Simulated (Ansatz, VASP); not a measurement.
# Cross-check of AlCo between VASP and Ansatz, part 2 of 2

One calculation is typed for both programs; each brings its own data sets. How far apart do they land? Of the first pair: The cell is taken from a series of runs on this material, whose earlier steps may have relaxed, scaled, displaced or heated it; both programs get it as it stands.

VASP 6.6.1 and Ansatz 0.2.0.

So far: Starting point; VASP: relaxation of cell and atoms, PBEsol; Ansatz: relaxation of cell and atoms, PBEsol; Side by side.

## 5. Ansatz: relaxation, PBEsol

Level of this step: Ansatz beside VASP: Kohn-Sham DFT, plane waves, PBEsol (Ansatz).

This run makes the geometry at which the two programs are then compared.

The structure compared here is the end of the Ansatz relaxation.

input.yaml reads:

```yaml
crystal:
  lattice:
    - [2.822502262, 0.0, 0.0]
    - [0.0, 2.822502262, 0.0]
    - [0.0, 0.0, 2.822502262]
  atoms:
    - { symbol: Co, position: [0.5, 0.5, 0.5] }
    - { symbol: Al, position: [0.0, 0.0, 0.0] }
kpoints:
  mp_grid: { grid: [15, 15, 15] }
scf:
  occupations: { method: fermi_dirac, width: 0.05 }
hamiltonian:
  xc: pbesol
  pseudopotentials: { kind: paw, azcp: { folder: soft_1 }, xc_functional: pbe }
basis:
  ecutwfc: 600
output:
  forces: true
  stress: true
  write_density: true
  write_potential: true
  elf: true
  volumetric_format: npy
relax:
  f_tol: 0.005
  max_steps: 70
  cell: { stress_tol: 0.02, p_target: 5 }
```

Launch:

```sh
$ ansatz run input.yaml --threads 4 --pin off --max-ram 10240MiB --backend cpu --events-out ev --progress --plain --runs-dir out
```

Numbers of over 12 decimals in the logs are rounded to 6 here.

The log of the run:

```text
[...]
Crystal: 2 atoms, lattice volume = 22.486 Å³
Basis set: ecut = 600 eV, 739 PW (Γ), exchange–correlation on 48×48×48 points (8 copies of the dense FFT grid, shifted against one another)
Bands: 14, of which v1, the nominal top of the filled ones, is band 10 counted from 1 (9 counted from 0)
Symmetry: 48 space group operations
[...]
k-points: 120 of 3375
[...]
k-point 119: bands = [... 6 lower, 11.1164, 14.9759, 14.9759, 17.1385, 17.6594, 17.6594, 19.8676, 21.0741]
--- Relaxed structure (4 steps of the walk, 4 accepted, 1 SCFs on fresh bases) ---
[...]
cell:  # Å, volume = 21.9408 Å³
    - [2.799524, 0, 0]
    - [0, 2.799524, 0.0]
    - [0, 0.0, 2.799524]
  atoms:
    - { symbol: Co, position: [0.5, 0.5, 0.5] }
    - { symbol: Al, position: [0, 0, 0] }
[key lines of the parts left out:]
SCF converged after 8 iterations
Free energy (F): -5618.776181 eV
Fermi energy:    15.277708 eV
P = ⅓ Tr σ = 5.0014 GPa (50.014 kbar)
```

## 6. VASP: single point, PBEsol, pair 2

The same cell, functional, mesh and smearing now go to VASP, with its own data sets.

INCAR reads:

```
SYSTEM = AlCo
PREC = Accurate
ENCUT = 600
EDIFF = 1E-06
NELM = 120
ISMEAR = -1
SIGMA = 0.05
LREAL = .FALSE.
ALGO = Normal
GGA = PS
NBANDS = 12
LASPH = .TRUE.
LORBIT = 11
LWAVE = .FALSE.
LCHARG = .FALSE.
ISIF = 2
GGA_COMPAT = .FALSE.
KPAR = 2
```

POSCAR reads:

```
AlCo
1.0
    2.7995238582      0.0000000000      0.0000000000
    0.0000000000      2.7995238582      0.0000000000
    0.0000000000      0.0000000000      2.7995238582
Co Al
1 1
Direct
    0.5000000000      0.5000000000      0.5000000000
    0.0000000000      0.0000000000      0.0000000000
```

KPOINTS reads:

```
Automatic mesh
0
Gamma
15 15 15
0 0 0
```

Potentials, in the order of the species: Co and Al (PBE family, release 64).

Launch:

```sh
$ mpirun -np 2 vasp_std
```

The log of the run:

```text
[banner, memory and clock lines left out]
running    2 mpi-ranks, on    1 nodes
[...]
[... a notice as in an earlier step ...]

 LDA part: xc-table for (Slater+PW92), standard interpolation
 POSCAR, INCAR and KPOINTS ok, starting setup
[...]
entering main loop
       N       E                     dE             d eps       ncg     rms          rms(c)
DAV:   1     0.407094715176E+02    0.40709E+02   -0.58787E+03  2888   0.120E+03
DAV:   2    -0.132290161246E+02   -0.53938E+02   -0.49932E+02  2964   0.196E+02
DAV:   3    -0.149809389960E+02   -0.17519E+01   -0.17366E+01  3428   0.414E+01
DAV:   4    -0.150085940261E+02   -0.27655E-01   -0.27645E-01  3296   0.465E+00
[...]
DAV:  10    -0.130758823142E+02    0.47978E-03   -0.43783E-04  3340   0.183E-01    0.153E-01
DAV:  11    -0.130758578769E+02    0.24437E-04   -0.24635E-05  3580   0.469E-02    0.776E-03
DAV:  12    -0.130758575783E+02    0.29855E-06   -0.70122E-07  2448   0.682E-03
   1 F= -.13075858E+02 E0= -.13072803E+02  d E =-.610865E-02
```

From OUTCAR (step 6):

```text
  Total        0.7032196      0.7032196      0.7032196     -0.0000000     -0.0000000      0.0000000
  in kB       51.3510137     51.3510137     51.3510137     -0.0000000     -0.0000000      0.0000000
  external PRESSURE =      51.3510137 kB  Pullay stress =       0.0000000 kB

 POSITION                                       TOTAL-FORCE (eV/Angst)
 -----------------------------------------------------------------------------------
      1.39976      1.39976      1.39976         0.000000      0.000000      0.000000
      0.00000      0.00000      0.00000         0.000000      0.000000      0.000000
 -----------------------------------------------------------------------------------
    total drift:                                0.000000     -0.000000     -0.000000

  FREE ENERGIE OF THE ION-ELECTRON SYSTEM (eV)
  ---------------------------------------------------
  free  energy   TOTEN  =       -13.0758575783 eV

  energy  without entropy=      -13.0697489268  energy(sigma->0) =      -13.07280325

[... 1 part as in an earlier step ...]

[... 2 further parts left out ...]
[key lines of the parts left out:]
E-fermi :  11.1716
```

The run ends at a pressure of 5.14 GPa.

## 7. Side by side

What differs besides the data sets and the points named for the pairs above, as far as they apply: the data sets hold 20 valence electrons in Ansatz (on its PAW soft_1 files) and 12 in VASP; Ansatz's pressure holds a Pulay correction, VASP's none. Total energies have different zeros and are not compared.

The two programs side by side:

| quantity | Ansatz | VASP | difference |
| --- | --- | --- | --- |
| pressure (GPa) | 5.00 | 5.14 | -0.13 |

## 8. Ansatz: relaxation, PBEsol

This run makes the geometry at which the two programs are then compared. The cell compared in this pair holds 22.98 Å³, against 21.94 Å³ for the pair before.

The structure compared here is the end of the Ansatz relaxation.

Changes to input.yaml since step 5:

```diff
@@ -20,6 +20,2 @@
   stress: true
-  write_density: true
-  write_potential: true
-  elf: true
-  volumetric_format: npy
 relax:
@@ -27,2 +23,2 @@
   max_steps: 70
-  cell: { stress_tol: 0.02, p_target: 5 }
+  cell: { stress_tol: 0.02, p_target: -4 }
```

Launch:

```sh
$ ansatz run input.yaml --threads 4 --pin off --max-ram 10240MiB --backend cpu --events-out ev --progress --plain --runs-dir out
```

The log of the run:

```text
[...]
Crystal: 2 atoms, lattice volume = 22.486 Å³
Basis set: ecut = 600 eV, 739 PW (Γ), exchange–correlation on 48×48×48 points (8 copies of the dense FFT grid, shifted against one another)
Bands: 14, of which v1, the nominal top of the filled ones, is band 10 counted from 1 (9 counted from 0)
Symmetry: 48 space group operations
[...]
k-points: 120 of 3375
[...]
-3.999900       0.000000       0.000000
        0.000000      -3.999900      -0.000000
        0.000000      -0.000000      -3.999900
  P = ⅓ Tr σ = -3.9999 GPa (-39.999 kbar)
--- Relaxed structure (4 steps of the walk, 4 accepted, 1 SCFs on fresh bases) ---
[...]
cell:  # Å, volume = 22.9779 Å³
    - [2.842955, 0, 0]
    - [0, 2.842955, 0.0]
    - [0, 0, 2.842955]
  atoms:
    - { symbol: Co, position: [0.5, 0.5, 0.5] }
    - { symbol: Al, position: [0, 0, 0] }
[key lines of the parts left out:]
SCF converged after 9 iterations
Free energy (F): -5618.778245 eV
Fermi energy:    14.455626 eV
```

## 9. VASP: single point, PBEsol, pair 3

The same cell, functional, mesh and smearing now go to VASP, with its own data sets.

INCAR is that of step 6.

POSCAR reads:

```
AlCo
1.0
    2.8429553988      0.0000000000      0.0000000000
    0.0000000000      2.8429553988      0.0000000000
    0.0000000000      0.0000000000      2.8429553988
Co Al
1 1
Direct
    0.5000000000      0.5000000000      0.5000000000
    0.0000000000      0.0000000000      0.0000000000
```

KPOINTS is that of step 6.

Launch:

```sh
$ mpirun -np 2 vasp_std
```

The log of the run:

```text
[... set-up lines as in an earlier step ...]
 entering main loop
       N       E                     dE             d eps       ncg     rms          rms(c)
DAV:   1     0.370069673143E+02    0.37007E+02   -0.57764E+03  2936   0.118E+03
DAV:   2    -0.132893472562E+02   -0.50296E+02   -0.45980E+02  2972   0.185E+02
DAV:   3    -0.149619007951E+02   -0.16726E+01   -0.16559E+01  3408   0.405E+01
DAV:   4    -0.149877839067E+02   -0.25883E-01   -0.25875E-01  3296   0.452E+00
[...]
DAV:  10    -0.130787331105E+02    0.54642E-03   -0.50057E-04  3344   0.180E-01    0.142E-01
DAV:  11    -0.130787121935E+02    0.20917E-04   -0.23698E-05  3660   0.474E-02    0.116E-02
DAV:  12    -0.130787117448E+02    0.44868E-06   -0.61848E-07  2328   0.603E-03
   1 F= -.13078712E+02 E0= -.13075266E+02  d E =-.689132E-02
```

OUTCAR, selected parts (step 9):

```text
  Total       -0.5578983     -0.5578983     -0.5578983      0.0000000      0.0000000     -0.0000000
  in kB      -38.9005235    -38.9005235    -38.9005235      0.0000000      0.0000000     -0.0000000
  external PRESSURE =     -38.9005235 kB  Pullay stress =       0.0000000 kB

 POSITION                                       TOTAL-FORCE (eV/Angst)
 -----------------------------------------------------------------------------------
      1.42148      1.42148      1.42148         0.000000      0.000000      0.000000
      0.00000      0.00000      0.00000         0.000000      0.000000      0.000000
 -----------------------------------------------------------------------------------
    total drift:                                0.000000     -0.000000     -0.000000

  FREE ENERGIE OF THE ION-ELECTRON SYSTEM (eV)
  ---------------------------------------------------
  free  energy   TOTEN  =       -13.0787117448 eV

  energy  without entropy=      -13.0718204279  energy(sigma->0) =      -13.07526609

[... 1 part as in an earlier step ...]

[... 2 further parts left out ...]
[key lines of the parts left out:]
E-fermi :  10.5316
```

The run ends at a pressure of -3.89 GPa.

## 10. Differences

What differs besides the data sets and the points named for the pairs above, as far as they apply: the data sets hold 20 valence electrons in Ansatz (on its PAW soft_1 files) and 12 in VASP. Total energies have different zeros and are not compared.

The two programs side by side:

| quantity | Ansatz | VASP | difference |
| --- | --- | --- | --- |
| pressure (GPa) | -4.00 | -3.89 | -0.11 |

## 11. Results

| Quantity | Value |
| --- | --- |
| difference in volume (relaxation of cell and atoms, PBEsol) | -0.034 % |
| difference in pressure (single point, PBEsol, pair 2) | -0.13 GPa |
| difference in pressure (single point, PBEsol, pair 3) | -0.11 GPa |

What this shows: The difference in pressure is -0.13 GPa (single point, PBEsol, pair 2), within the 1 GPa picked in this series as the mark of a large difference. The data sets hold unlike numbers of valence electrons (20 in Ansatz and 12 in VASP), so part of the differences comes from the potentials. 4 further runs of this series are not shown here. How closely two codes agree says nothing of how well the functional describes the real material.

[Lines on the potential files, build, host, timing and source positions are cut from VASP's logs without a mark.]

[Logs are printed without paths, hosts, clocks, repeated set-up lines and the standing remarks that a program may print on its own settings, such as how far it seeks lower states.]

[Hosts, paths, dates, database ids (printed as entryN), source tags and the programs' standing remarks are cut or masked in the printed files.]
